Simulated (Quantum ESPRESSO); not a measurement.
# LiCl (Fm-3m) in Quantum ESPRESSO: settings compared

Aim: see how the results for LiCl move with the level of theory and the settings. Levels: LDA, PBE. Tasks: phonon dispersion.

Everything below comes from runs of Quantum ESPRESSO 7.5. Logs are shortened: lines on timing, memory, paths and dates and some standing lists are left out, and cuts for length are marked.

**The experiment to reproduce.**

A printed reference work, monograph reports, for a bulk crystal of LiCl: high-frequency dielectric constant 2.75.

The runs below are set against these values where they give the same quantity.

### 1 The structure

It takes space group Fm-3m (No. 225, cubic). The conventional cell has a = 5.130 Å, b = 5.130 Å, c = 5.130 Å, α = 90.00°, β = 90.00°, γ = 90.00°. Cl (site symmetry m-3m) is surrounded by 6 Li at 2.56 Å. Li (site symmetry m-3m) is surrounded by 6 Cl at 2.56 Å.

### 2 Phonon dispersion, LDA

File pw.in:

```
&CONTROL
  calculation = 'scf'
  prefix = 'pwscf'
  outdir = './tmp'
  pseudo_dir = './pseudo'
  tprnfor = .true.
  tstress = .true.
  disk_io = 'low'
/
&SYSTEM
  ibrav = 0
  nat = 2
  ntyp = 2
  ecutwfc = 74
  nbnd = 10
  occupations = 'smearing'
  smearing = 'fd'
  degauss = 0.00367493
/
&ELECTRONS
  conv_thr = 4d-10
  electron_maxstep = 120
  mixing_beta = 0.5
/
ATOMIC_SPECIES
Cl    35.4500 Cl.upf
Li     6.9400 Li.upf
CELL_PARAMETERS bohr
   0.0000000000    4.8467128727    4.8467128727
   4.8467128727    0.0000000000    4.8467128727
   4.8467128727    4.8467128727    0.0000000000
ATOMIC_POSITIONS bohr
Cl     4.8467128727    4.8467128727    4.8467128727
Li     0.0000000000    0.0000000000    0.0000000000
K_POINTS automatic
4 4 4 1 1 1
```

File relax.in:

```
&CONTROL
  calculation = 'vc-relax'
  prefix = 'pwscf'
  outdir = './tmp'
  pseudo_dir = './pseudo'
  tprnfor = .true.
  tstress = .true.
  disk_io = 'low'
  nstep = 40
  forc_conv_thr = 0.0001
  etot_conv_thr = 1d-06
/
&SYSTEM
  ibrav = 0
  nat = 2
  ntyp = 2
  ecutwfc = 74
  nbnd = 10
  occupations = 'smearing'
  smearing = 'fd'
  degauss = 0.00367493
/
&ELECTRONS
  conv_thr = 4d-10
  electron_maxstep = 120
  mixing_beta = 0.5
/
&IONS
  ion_dynamics = 'bfgs'
/
&CELL
  cell_dynamics = 'bfgs'
  press = 0
  press_conv_thr = 0.2
/
ATOMIC_SPECIES
Cl    35.4500 Cl.upf
Li     6.9400 Li.upf
CELL_PARAMETERS bohr
   0.0000000000    4.8467128727    4.8467128727
   4.8467128727    0.0000000000    4.8467128727
   4.8467128727    4.8467128727    0.0000000000
ATOMIC_POSITIONS bohr
Cl     4.8467128727    4.8467128727    4.8467128727
Li     0.0000000000    0.0000000000    0.0000000000
K_POINTS automatic
4 4 4 1 1 1
```

File scf2.in:

```
&CONTROL
  calculation = 'scf'
  prefix = 'pwscf'
  outdir = './tmp'
  pseudo_dir = './pseudo'
  tprnfor = .true.
  tstress = .true.
  disk_io = 'low'
/
&SYSTEM
  ibrav = 0
  nat = 2
  ntyp = 2
  ecutwfc = 74
  nbnd = 10
  occupations = 'fixed'
/
&ELECTRONS
  conv_thr = 1d-13
  electron_maxstep = 120
  mixing_beta = 0.5
  startingpot = 'file'
  startingwfc = 'file'
/
ATOMIC_SPECIES
Cl    35.4500 Cl.upf
Li     6.9400 Li.upf
CELL_PARAMETERS bohr
   0.0000000000    4.6906514431    4.6906514431
   4.6906514431    0.0000000000    4.6906514431
   4.6906514431    4.6906514431    0.0000000000
ATOMIC_POSITIONS bohr
Cl     4.6906514431    4.6906514431    4.6906514431
Li     0.0000000000    0.0000000000    0.0000000000
K_POINTS automatic
4 4 4 1 1 1
```

File ph.in:

```
phonon_bands of LiCl
&INPUTPH
  prefix = 'pwscf'
  outdir = './tmp'
  tr2_ph = 1d-18
  fildyn = 'dyn'
  niter_ph = 90
  alpha_mix(1) = 0.7
  epsil = .true.
  ldisp = .true.
  nq1 = 2
  nq2 = 2
  nq3 = 2
/
```

File q2r.in:

```
&INPUT
  fildyn = 'dyn'
  zasr = 'crystal'
  flfrc = 'fc'
/
```

File matdyn.in:

```
&INPUT
  asr = 'crystal'
  flfrc = 'fc'
  flfrq = 'freq'
  q_in_cryst_coord = .true.
  flvec = ' '
/
80
 0.0000000000  0.0000000000  0.0000000000
 0.0454545455  0.0000000000  0.0454545455
 0.0909090909  0.0000000000  0.0909090909
 0.1363636364  0.0000000000  0.1363636364
 0.1818181818  0.0000000000  0.1818181818
 0.2272727273  0.0000000000  0.2272727273
 0.2727272727  0.0000000000  0.2727272727
 0.3181818182  0.0000000000  0.3181818182
 0.3636363636  0.0000000000  0.3636363636
 0.4090909091  0.0000000000  0.4090909091
 0.4545454545  0.0000000000  0.4545454545
 0.5000000000  0.0000000000  0.5000000000
 0.5000000000  0.0500000000  0.5500000000
 0.5000000000  0.1000000000  0.6000000000
 0.5000000000  0.1500000000  0.6500000000
 0.5000000000  0.2000000000  0.7000000000
 0.5000000000  0.2500000000  0.7500000000
 0.4687500000  0.2812500000  0.7500000000
 0.4375000000  0.3125000000  0.7500000000
 0.4062500000  0.3437500000  0.7500000000
 0.3750000000  0.3750000000  0.7500000000
 0.3461538462  0.3461538462  0.6923076923
 0.3173076923  0.3173076923  0.6346153846
 0.2884615385  0.2884615385  0.5769230769
 0.2596153846  0.2596153846  0.5192307692
 0.2307692308  0.2307692308  0.4615384615
 0.2019230769  0.2019230769  0.4038461538
 0.1730769231  0.1730769231  0.3461538462
 0.1442307692  0.1442307692  0.2884615385
 0.1153846154  0.1153846154  0.2307692308
 0.0865384615  0.0865384615  0.1730769231
 0.0576923077  0.0576923077  0.1153846154
 0.0288461538  0.0288461538  0.0576923077
 0.0000000000  0.0000000000  0.0000000000
 0.0454545455  0.0454545455  0.0454545455
 0.0909090909  0.0909090909  0.0909090909
 0.1363636364  0.1363636364  0.1363636364
 0.1818181818  0.1818181818  0.1818181818
 0.2272727273  0.2272727273  0.2272727273
 0.2727272727  0.2727272727  0.2727272727
 0.3181818182  0.3181818182  0.3181818182
 0.3636363636  0.3636363636  0.3636363636
 0.4090909091  0.4090909091  0.4090909091
 0.4545454545  0.4545454545  0.4545454545
 0.5000000000  0.5000000000  0.5000000000
 0.5178571429  0.4642857143  0.5178571429
 0.5357142857  0.4285714286  0.5357142857
 0.5535714286  0.3928571429  0.5535714286
 0.5714285714  0.3571428571  0.5714285714
 0.5892857143  0.3214285714  0.5892857143
 0.6071428571  0.2857142857  0.6071428571
 0.6250000000  0.2500000000  0.6250000000
 0.5937500000  0.2500000000  0.6562500000
 0.5625000000  0.2500000000  0.6875000000
 0.5312500000  0.2500000000  0.7187500000
 0.5000000000  0.2500000000  0.7500000000
 0.5000000000  0.2750000000  0.7250000000
 0.5000000000  0.3000000000  0.7000000000
 0.5000000000  0.3250000000  0.6750000000
 0.5000000000  0.3500000000  0.6500000000
 0.5000000000  0.3750000000  0.6250000000
 0.5000000000  0.4000000000  0.6000000000
 0.5000000000  0.4250000000  0.5750000000
 0.5000000000  0.4500000000  0.5500000000
 0.5000000000  0.4750000000  0.5250000000
 0.5000000000  0.5000000000  0.5000000000
 0.4861111111  0.4861111111  0.5277777778
 0.4722222222  0.4722222222  0.5555555556
 0.4583333333  0.4583333333  0.5833333333
 0.4444444444  0.4444444444  0.6111111111
 0.4305555556  0.4305555556  0.6388888889
 0.4166666667  0.4166666667  0.6666666667
 0.4027777778  0.4027777778  0.6944444444
 0.3888888889  0.3888888889  0.7222222222
 0.3750000000  0.3750000000  0.7500000000
 0.6250000000  0.2500000000  0.6250000000
 0.5937500000  0.1875000000  0.5937500000
 0.5625000000  0.1250000000  0.5625000000
 0.5312500000  0.0625000000  0.5312500000
 0.5000000000  0.0000000000  0.5000000000
```

File matdyn_dos.in:

```
&INPUT
  asr = 'crystal'
  flfrc = 'fc'
  dos = .true.
  fldos = 'phdos'
  nk1 = 8
  nk2 = 8
  nk3 = 8
  deltaE = 1
  flvec = ' '
  flfrq = ' '
/
```

File matdyn_mesh.in:

```
&INPUT
  asr = 'crystal'
  flfrc = 'fc'
  flfrq = 'mesh'
  q_in_cryst_coord = .true.
  flvec = ' '
/
216
 0.08333333  0.08333333  0.08333333
 0.08333333  0.08333333  0.25000000
 0.08333333  0.08333333  0.41666667
[... 213 further points of the even 6 x 6 x 6 mesh, shifted by half a step ...]
```

Potentials or basis: PseudoDojo 0.4.1 SR LDA standard.

Run with:

```console
$ OMP_NUM_THREADS=1 pw.x -in pw.in > pw.out
$ OMP_NUM_THREADS=1 pw.x -in relax.in > relax.out
$ OMP_NUM_THREADS=1 pw.x -in scf2.in > scf2.out
$ OMP_NUM_THREADS=1 ph.x -in ph.in > ph.out
$ OMP_NUM_THREADS=1 q2r.x -in q2r.in > q2r.out
$ OMP_NUM_THREADS=1 matdyn.x -in matdyn.in > matdyn.out
$ OMP_NUM_THREADS=1 matdyn.x -in matdyn_dos.in > matdyn_dos.out
$ OMP_NUM_THREADS=1 matdyn.x -in matdyn_mesh.in > matdyn_mesh.out
```

pw.out:

```text
This program is part of the open-source Quantum ESPRESSO suite
     for quantum simulation of materials; please cite
[... 9 lines left out ...]
     --------------------
     sticks:   dense  smooth     PW     G-vecs:    dense   smooth      PW
     Sum         955     955    283                19603    19603    3143

     Using Slab Decomposition

     bravais-lattice index     =            0
     lattice parameter (alat)  =       6.8543  a.u.
     unit-cell volume          =     227.7046 (a.u.)^3
     number of atoms/cell      =            2
     number of atomic types    =            2
     number of electrons       =        10.00
     number of Kohn-Sham states=           10
     kinetic-energy cutoff     =      74.0000  Ry
     charge density cutoff     =     296.0000  Ry
     scf convergence threshold =      4.0E-10
     mixing beta               =       0.5000
     number of iterations used =            8  plain     mixing
     Exchange-correlation= SLA  PW   NOGX NOGC
                           (   1   4   0   0   0   0   0)

     celldm(1)=   6.854287  celldm(2)=   0.000000  celldm(3)=   0.000000
     celldm(4)=   0.000000  celldm(5)=   0.000000  celldm(6)=   0.000000

     crystal axes: (cart. coord. in units of alat)
               a(1) = (   0.000000   0.707107   0.707107 )
               a(2) = (   0.707107   0.000000   0.707107 )
               a(3) = (   0.707107   0.707107   0.000000 )

     reciprocal axes: (cart. coord. in units 2 pi/alat)
               b(1) = ( -0.707107  0.707107  0.707107 )
               b(2) = (  0.707107 -0.707107  0.707107 )
               b(3) = (  0.707107  0.707107 -0.707107 )

     PseudoPot. # 1 for Cl read from file:
     Cl.upf
     Pseudo is Norm-conserving + core correction, Zval =  7.0
     Generated using ONCVPSP code by D. R. Hamann
     Using radial grid of 1016 points,  6 beta functions with:
                l(1) =   0
                l(2) =   0
                l(3) =   1
                l(4) =   1
                l(5) =   2
                l(6) =   2

     PseudoPot. # 2 for Li read from file:
     Li.upf
     Pseudo is Norm-conserving, Zval =  3.0
     Generated using ONCVPSP code by D. R. Hamann
     Using radial grid of 1944 points,  4 beta functions with:
                l(1) =   0
                l(2) =   0
                l(3) =   1
                l(4) =   1

     atomic species   valence    mass     pseudopotential
     Cl                7.00    35.45000     Cl( 1.00)
     Li                3.00     6.94000     Li( 1.00)

     48 Sym. Ops., with inversion, found

   Cartesian axes

     site n.     atom                  positions (alat units)
         1        Cl     tau(   1) = (   0.7071068   0.7071068   0.7071068  )
         2        Li     tau(   2) = (   0.0000000   0.0000000   0.0000000  )

     number of k points=    10  Fermi-Dirac smearing, width (Ry)=  0.0037
                       cart. coord. in units 2pi/alat
        k(    1) = (   0.0883883   0.0883883   0.0883883), wk =   0.0625000
        k(    2) = (   0.2651650   0.2651650  -0.0883883), wk =   0.1875000
        k(    3) = (  -0.2651650  -0.2651650   0.4419417), wk =   0.1875000
        k(    4) = (  -0.0883883  -0.0883883   0.2651650), wk =   0.1875000
        k(    5) = (   0.4419417   0.0883883   0.0883883), wk =   0.1875000
        k(    6) = (  -0.0883883  -0.4419417   0.6187184), wk =   0.3750000
        k(    7) = (   0.0883883  -0.2651650   0.4419417), wk =   0.3750000
        k(    8) = (  -0.6187184   0.0883883   0.0883883), wk =   0.1875000
        k(    9) = (   0.2651650   0.2651650   0.2651650), wk =   0.0625000
        k(   10) = (  -0.2651650  -0.2651650   0.7954951), wk =   0.1875000

     Dense  grid:    19603 G-vectors     FFT dimensions: (  40,  40,  40)

     Initial potential from superposition of free atoms

     starting charge       9.9953, renormalised to      10.0000
     Starting wfcs are    6 randomized atomic wfcs +    4 random wfcs

     Self-consistent Calculation

     iteration #  1     ecut=    74.00 Ry     beta= 0.50
     Davidson diagonalization with overlap
     ethr =  1.00E-02,  avg # of iterations =  6.0

     Threshold (ethr) on eigenvalues was too large:
     Diagonalizing with lowered threshold

     Davidson diagonalization with overlap
     ethr =  1.68E-04,  avg # of iterations =  3.3

     total energy              =     -47.30403302 Ry
     estimated scf accuracy    <       0.01642270 Ry

     iteration #  2     ecut=    74.00 Ry     beta= 0.50
     Davidson diagonalization with overlap
     ethr =  1.64E-04,  avg # of iterations =  1.9

     total energy              =     -47.30665663 Ry
     estimated scf accuracy    <       0.00091007 Ry

     iteration #  3     ecut=    74.00 Ry     beta= 0.50
     Davidson diagonalization with overlap
     ethr =  9.10E-06,  avg # of iterations =  4.1

     total energy              =     -47.30669099 Ry
     estimated scf accuracy    <       0.00019399 Ry

     iteration #  4     ecut=    74.00 Ry     beta= 0.50
     Davidson diagonalization with overlap
     ethr =  1.94E-06,  avg # of iterations =  2.7

     total energy              =     -47.30669799 Ry
     estimated scf accuracy    <       0.00000082 Ry

     iteration #  5     ecut=    74.00 Ry     beta= 0.50
     Davidson diagonalization with overlap
     ethr =  8.18E-09,  avg # of iterations =  3.3

     total energy              =     -47.30669883 Ry
     estimated scf accuracy    <       0.00000010 Ry

     iteration #  6     ecut=    74.00 Ry     beta= 0.50
     Davidson diagonalization with overlap
     ethr =  1.02E-09,  avg # of iterations =  1.9

     total energy              =     -47.30669885 Ry
     estimated scf accuracy    <          6.5E-10 Ry

     iteration #  7     ecut=    74.00 Ry     beta= 0.50
     Davidson diagonalization with overlap
     ethr =  6.54E-12,  avg # of iterations =  3.5

     End of self-consistent calculation

          k = 0.0884 0.0884 0.0884 (  2463 PWs)   bands (ev):

   -40.9776 -11.8118   0.9082   1.4144   1.4144   7.9135  12.2614  12.9324
    12.9325  14.1721

          k = 0.2652 0.2652-0.0884 (  2461 PWs)   bands (ev):

   -40.9757 -11.4853  -0.4998   0.7557   1.3499   8.7868  11.3223  11.3426
    12.1557  14.7577

          k =-0.2652-0.2652 0.4419 (  2446 PWs)   bands (ev):

   -40.9746 -11.2703  -1.3102   0.7757   1.0478   8.4879  10.4916  11.0883
    13.4769  16.7100

          k =-0.0884-0.0884 0.2652 (  2459 PWs)   bands (ev):

   -40.9765 -11.6252   0.1203   1.1019   1.1689   8.8566  11.3709  11.4813
    12.7305  13.8456

          k = 0.4419 0.0884 0.0884 (  2446 PWs)   bands (ev):

   -40.9750 -11.3288  -0.7314   0.5582   0.6960   9.6630  10.4443  11.1048
    13.2635  14.5572

          k =-0.0884-0.4419 0.6187 (  2440 PWs)   bands (ev):

   -40.9739 -11.0962  -1.0302  -0.3457   0.5299   9.7954  11.0210  11.6539
    12.6786  15.8218

          k = 0.0884-0.2652 0.4419 (  2447 PWs)   bands (ev):

   -40.9747 -11.2672  -0.9279   0.2021   0.9520   9.5057  10.5059  11.4821
    12.5080  15.4760

          k =-0.6187 0.0884 0.0884 (  2442 PWs)   bands (ev):

   -40.9739 -11.0902  -1.3376   0.1413   0.4306   9.2106   9.9393  12.8430
    14.0597  15.1086

          k = 0.2652 0.2652 0.2652 (  2455 PWs)   bands (ev):

   -40.9753 -11.4002  -1.0880   1.2316   1.2316   8.0410  10.9091  10.9091
    13.3111  16.7161

          k =-0.2652-0.2652 0.7955 (  2441 PWs)   bands (ev):

   -40.9742 -11.1711  -1.0174  -0.2205   0.9092   9.2071  11.1425  11.6802
    12.5824  16.2851

     the Fermi energy is     2.5427 ev

!    total energy              =     -47.30669885 Ry
     estimated scf accuracy    <          1.6E-10 Ry
     smearing contrib. (-TS)   =      -0.00000000 Ry
     internal energy E=F+TS    =     -47.30669885 Ry

     The total energy is F=E-TS. E is the sum of the following terms:
     one-electron contribution =     -10.48825015 Ry
     hartree contribution      =       7.49972175 Ry
     xc contribution           =     -12.16330698 Ry
     ewald contribution        =     -32.15486348 Ry

     convergence has been achieved in   7 iterations

     Forces acting on atoms (cartesian axes, Ry/au):

     atom    1 type  1   force =     0.00000000    0.00000000   -0.00000000
     atom    2 type  2   force =     0.00000000    0.00000000   -0.00000000

     Total force =     0.000000     Total SCF correction =     0.000000

     Computing stress (Cartesian axis) and pressure

          total   stress  (Ry/bohr**3)                   (kbar)     P=      -32.49
  -0.00022086   0.00000000   0.00000000          -32.49        0.00        0.00
   0.00000000  -0.00022086   0.00000000            0.00      -32.49        0.00
   0.00000000   0.00000000  -0.00022086            0.00        0.00      -32.49

=------------------------------------------------------------------------------=
   JOB DONE.
=------------------------------------------------------------------------------=
```

Run time: 4.6 min. Hardware: 1 thread of Arm Neoverse V1, shared host; peak memory 0.09 GiB.

Results:

- Free energy: -643.6753 eV
- Relaxed volume: 15.29 Å³/atom
- Relaxed cell: a = 3.510 Å, b = 3.510 Å, c = 3.510 Å, α = 60.00°, β = 60.00°, γ = 60.00°
- Space group after relaxing (to 0.05 Å): Fm-3m (No. 225)
- Pressure after relaxing: 0.0 GPa
- Electronic dielectric tensor (diagonal): 3.19
- Born charges (mean of the diagonal): Cl -1.17; Li +1.17 e
- Highest phonon frequency, LO-TO splitting left out: 418 cm⁻¹
- Zero-point energy: 0.040 eV/atom

The path:
```csv
step,energy change (eV),largest force (eV/Å),pressure (GPa),volume (Å³)
1,0.0000,0.0000,-3.25,33.74
2,-0.0105,0.0000,-2.80,33.19
3,-0.0230,0.0000,-2.05,32.36
4,-0.0336,0.0000,-0.73,31.16
5,-0.0349,0.0000,0.08,30.53
6,-0.0349,0.0000,0.00,30.59
```

Final structure:
```cif
data_structure
_symmetry_space_group_name_H-M 'P 1'
_symmetry_Int_Tables_number 1
_cell_length_a 3.5103
_cell_length_b 3.5103
_cell_length_c 3.5103
_cell_angle_alpha 60.000
_cell_angle_beta 60.000
_cell_angle_gamma 60.000
_cell_volume 30.59
loop_
_atom_site_label
_atom_site_type_symbol
_atom_site_fract_x
_atom_site_fract_y
_atom_site_fract_z
_atom_site_occupancy
Cl1 Cl 0.50000 0.50000 0.50000 1
Li1 Li 0.00000 0.00000 0.00000 1
```

Levels at points of the mesh, in eV from the valence-band top:
```
           k point  band 3  band 4  band 5  band 6  band 7  band 8
(0.12, 0.12, 0.12)   -0.57    0.00    0.00    7.11   10.97   11.65
```

Phonon frequencies in cm⁻¹ (negative: imaginary):
| q point | frequencies |
| --- | --- |
| (0.000, 0.000, 0.000) | 0 0 0 229 229 413 |
| (0.318, 0.000, 0.318) | 113 113 191 254 254 315 |
| (0.500, 0.150, 0.650) | 145 149 182 252 258 271 |
| (0.346, 0.346, 0.692) | 128 170 182 226 278 312 |
| (0.144, 0.144, 0.288) | 89 92 140 214 258 403 |
| (0.091, 0.091, 0.091) | 38 38 60 229 229 413 |
| (0.409, 0.409, 0.409) | 122 122 206 233 233 418 |
| (0.589, 0.321, 0.589) | 128 160 191 228 264 337 |
| (0.500, 0.275, 0.725) | 153 163 169 251 269 281 |
| (0.500, 0.450, 0.550) | 127 131 212 233 238 408 |
| (0.431, 0.431, 0.639) | 128 150 199 229 255 365 |
| (0.562, 0.125, 0.562) | 128 144 189 239 256 268 |

Electronic dielectric tensor:
```
3.19 0.00 0.00
0.00 3.19 0.00
0.00 0.00 3.19
```

Born effective charge tensors (e):
atom 1, Cl
```
-1.17  0.00  0.00
 0.00 -1.17  0.00
 0.00  0.00 -1.17
```
atom 2, Li
```
1.17 0.00 0.00
0.00 1.17 0.00
0.00 0.00 1.17
```

Phonon frequencies at the corners of the path (cm⁻¹, interpolated; i marks imaginary ones):
```tsv
point	frequencies
Γ	0 0 0 229 229 413
X	128 128 193 242 242 266
W	158 164 164 258 270 270
K	128 172 177 231 275 292
L	127 127 215 234 234 418
U	128 172 177 231 275 292
```

Phonon states per cell in windows of 20 cm⁻¹ (negative: imaginary):
| from (cm⁻¹) | total | Cl | Li |
| --- | --- | --- | --- |
| 0 | 0.00 | 0.00 | 0.00 |
| 20 | 0.00 | 0.00 | 0.00 |
| 40 | 0.02 | 0.02 | 0.00 |
| 60 | 0.06 | 0.05 | 0.01 |
| 80 | 0.14 | 0.13 | 0.01 |
| 100 | 0.34 | 0.31 | 0.03 |
| 120 | 1.01 | 0.94 | 0.07 |
| 140 | 0.49 | 0.45 | 0.03 |
| 160 | 0.18 | 0.17 | 0.01 |
| 180 | 0.69 | 0.62 | 0.06 |
| 200 | 0.14 | 0.07 | 0.07 |
| 220 | 0.83 | 0.08 | 0.75 |
| 240 | 0.72 | 0.08 | 0.64 |
| 260 | 0.40 | 0.04 | 0.36 |
| 280 | 0.09 | 0.01 | 0.09 |
| 300 | 0.13 | 0.00 | 0.12 |
| 320 | 0.13 | 0.00 | 0.13 |
| 340 | 0.15 | 0.00 | 0.14 |
| 360 | 0.17 | 0.01 | 0.17 |
| 380 | 0.21 | 0.01 | 0.20 |
| 400 | 0.11 | 0.01 | 0.10 |

Harmonic thermodynamics per atom at this volume (zero-point energy 39.5 meV, Debye temperature from the second moment 424 K):
```csv
T (K),free energy (meV),entropy (k_B),heat capacity Cv (k_B)
50,39.3,0.18,0.51
100,37.2,0.87,1.53
200,23.4,2.27,2.44
298.15,-0.4,3.31,2.72
500,-71.7,4.77,2.90
800,-214.1,6.15,2.96
```

Caveat: the q mesh is small, so phonon branches between its points and thermal values are rough.

(Part 1 of 2 ends here.)
